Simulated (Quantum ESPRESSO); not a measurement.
FeO under changes of volume

One of the cells (8.915 Å³/atom); the others are scaled copies at fixed shape and fractional positions:

```
Fe O
1.0
     2.61247    0.00000    0.00000
     0.00000    2.61247    0.00000
     0.00000    0.00000    2.61247
Fe O
1 1
Direct
  0.00000 0.00000 0.00000
  0.50000 0.50000 0.50000
```

The cell comes from a database or a generator and needn't be the stable form of this composition.

* Program: Quantum ESPRESSO 7.5
* Functional: PBE
* Potentials or basis: SSSP 1.3 efficiency PBE
* Cutoff: 871 eV
* Density cutoff: 10640 eV
* k mesh: 10 × 10 × 10
* Occupations: fermi-dirac, width 0.05 eV
* Spin: collinear spin, ferromagnetic start
* Starting moments: [3.0, 0.0] μB

```csv
volume (Å³/atom),energy over the lowest point (meV/atom),pressure (GPa),moment (μB per cell)
8.380,?,?,?
8.558,47.30,18.7,3.99
8.737,26.95,13.2,4.00
8.915,12.72,8.1,4.00
9.093,3.92,3.6,4.00
9.272,0.00,-0.5,4.00
9.450,0.41,-4.1,4.00
```

What does the run at 8.380 Å³/atom give?

Energy over the lowest point 74.19 meV/atom; pressure 24.8 GPa; moment 3.98 μB per cell.

Worked out: A Birch-Murnaghan fit of order 3 (a polynomial in V^(-2/3)) to the other rows has its minimum at 9.34 Å³/atom with B0 = V·E''(V) = 197 GPa and B' = 4.7. It gives 74.32 meV/atom at 8.380 Å³/atom, against the run's 74.19, and -dE/dV = 27.6 GPa, against 24.8. A straight line through the other rows of the moment, of slope 0.00801 μB per Å³/atom, extrapolates to 3.99 μB, against the run's 3.98.

Energies are extrapolated to zero smearing.

Caveats: a cell with one magnetic atom can't hold antiferromagnetic order, which such compounds often take.
